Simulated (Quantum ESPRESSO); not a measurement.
# Ag: phonons at K under several settings

```
Ag
1.0
     0.00000    2.04275    2.04275
     2.04275    0.00000    2.04275
     2.04275    2.04275    0.00000
Ag
1
Direct
  0.00000 0.00000 0.00000
```

All runs used Quantum ESPRESSO 7.5; potentials GBRV 1.5 PBE; k mesh 11 × 11 × 11; no spin polarisation; cutoff 762 eV; occupations cold, width 0.2 eV.

```tsv
level	geometry	volume (Å³/atom)	pressure (GPa)	frequencies (cm⁻¹)
PBE	relaxed at 0 GPa	17.79	-0.3	124 176 179
PBE	relaxed at 5 GPa	16.92	5.1	127 185 187
PBE	relaxed at 10 GPa	16.27	10.4	127 190 190
PBE	relaxed at 20 GPa	?	20.9	?
PBE	relaxed at 40 GPa	14.11	41.6	152 213 241
```

Q: What stands in the row left open?

A: Volume 15.33 Å³/atom; frequencies 131 194 205 cm⁻¹.

Caveats: the q point doesn't lie on the k mesh, which can shift a metal's frequencies strongly unless the mesh is converged; the cell is more than 3 GPa from zero pressure, which shifts response properties (some runs); the mesh is thin for the phonons of a metal (some runs); the volume moved by over 15 % at a fixed basis, so the end points are rough (some runs).

For the row left open. Caveat: the cell is more than 3 GPa from zero pressure, which shifts response properties; the q point doesn't lie on the k mesh, which can shift a metal's frequencies strongly unless the mesh is converged.
